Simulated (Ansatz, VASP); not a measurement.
# One calculation of MgS, two programs

INCAR

```
SYSTEM = MgS
PREC = Accurate
ENCUT = 520
EDIFF = 1E-7
ISMEAR = -1
SIGMA = 0.01
LREAL = .FALSE.
LASPH = .TRUE.
NELM = 60
ALGO = Normal
ISIF = 2
LWAVE = .FALSE.
LCHARG = .FALSE.
NBANDS = 11
```

The input KPOINTS:

```
Automatic mesh
0
G
  8 8 8
  0 0 0
```

The input POSCAR:

```
MgS
1.0
    0.0000000000      2.5841887356      2.5841887356
    2.5841887356      0.0000000000      2.5841887356
    2.5841887356      2.5841887356      0.0000000000
Mg S
1 1
Direct
    0.0000000000      0.0000000000      0.0000000000
    0.5000000000      0.5000000000      0.5000000000
```

Input for Ansatz:

```yaml
crystal:
  lattice:
    - [0.0, 2.5841887356, 2.5841887356]
    - [2.5841887356, 0.0, 2.5841887356]
    - [2.5841887356, 2.5841887356, 0.0]
  atoms:
    - { symbol: Mg, position: [0.0, 0.0, 0.0] }
    - { symbol: S, position: [0.5, 0.5, 0.5] }
kpoints:
  mp_grid: { grid: [8, 8, 8] }
scf:
  occupations: { method: fermi_dirac, width: 0.01 }
hamiltonian:
  xc: lda
  pseudopotentials: { kind: all_electron, lapw: { basis_error: 0.00025 } }
output:
  forces: true
  stress: true
  eigenvalues: true
```

Change from the starting cell: volume scaled by 0.98.

Alike in both runs: task single point; functional LDA; k mesh 8 × 8 × 8; occupations fermi-dirac, width 0.01 eV; no spin polarisation.

```csv
,VASP,Ansatz
version,VASP 6.6.1,Ansatz 0.2.0
potentials or method,"VASP PAW LDA potentials, release 64 (Mg, S)","all-electron LAPW, scalar-relativistic"
plane-wave cutoff (eV),520,see its input
```

VASP gave:

* gap on the k mesh at the Fermi level (eV): 2.60
* pressure (GPa): -2.4

Problem. Estimate Ansatz's values.

Solution. gap on the k mesh at the Fermi level (eV): 2.60; pressure (GPa): -1.8.

Ansatz ran all-electron here, so the differences hold the error of VASP's frozen core and of both bases.

A k mesh can miss the band edges.
